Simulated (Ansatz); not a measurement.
# Mg (beta tin type): a single-point run

Wanted: a converged single-point run for Mg (beta tin type), and a check of what comes out. The structure is shown as the input types it.

Computed with Ansatz 0.2.0 (DFT, PBE, norm-conserving pseudopotentials, Ansatz's default files, scalar-relativistic, unless a step's input says otherwise).

## 1. The starting structure

It takes space group I4_1/amd (No. 141, tetragonal). Conventional cell: a = 5.826 Å, b = 5.826 Å, c = 3.033 Å, α = 90.00°, β = 90.00°, γ = 90.00°. Mg (site symmetry -4m2) is surrounded by 6 Mg at 3.01 to 3.03 Å.

Structure file:

```cif
data_structure
_symmetry_space_group_name_H-M 'P 1'
_symmetry_Int_Tables_number 1
_cell_length_a 4.3895
_cell_length_b 4.3895
_cell_length_c 4.3895
_cell_angle_alpha 96.853
_cell_angle_beta 96.853
_cell_angle_gamma 139.582
_cell_volume 51.46
loop_
_atom_site_label
_atom_site_type_symbol
_atom_site_fract_x
_atom_site_fract_y
_atom_site_fract_z
_atom_site_occupancy
Mg1 Mg 0.62500 0.87500 0.75000 1
Mg2 Mg 0.37500 0.12500 0.25000 1
```

## 2. Running it

File input.yaml:

```yaml
crystal:
  lattice:
    - [-2.9127895815, 2.9127895815, 1.5163297431]
    - [2.9127895815, -2.9127895815, 1.5163297431]
    - [2.9127895815, 2.9127895815, -1.5163297431]
  atoms:
    - { symbol: Mg, position: [-0.375, -0.125, -0.25] }
    - { symbol: Mg, position: [0.375, 0.125, 0.25] }
kpoints:
  mp_grid: { grid: [16, 16, 16] }
scf:
  occupations: { method: fermi_dirac, width: 0.05 }
  max_iter: 75
hamiltonian:
  xc: pbe
  pseudopotentials: { kind: nc }
output:
  forces: true
  stress: true
  eigenvalues: true
basis:
  ecutwfc: "50 eV"
```

Launch:

```console
$ ansatz run input.yaml --threads 1 --pin off --max-ram 2048MiB --backend cpu --events-out ev --progress --plain --runs-dir out
```

What happens when this is run?

This run ends as converged, with warnings (cutoff below recommended). It gives a pressure of -52 GPa, which is large.

Look at the input: basis.ecutwfc is 50 eV. The cutoff lies far under what these potentials need.

Run again and compare: delete basis.ecutwfc (the default then holds).
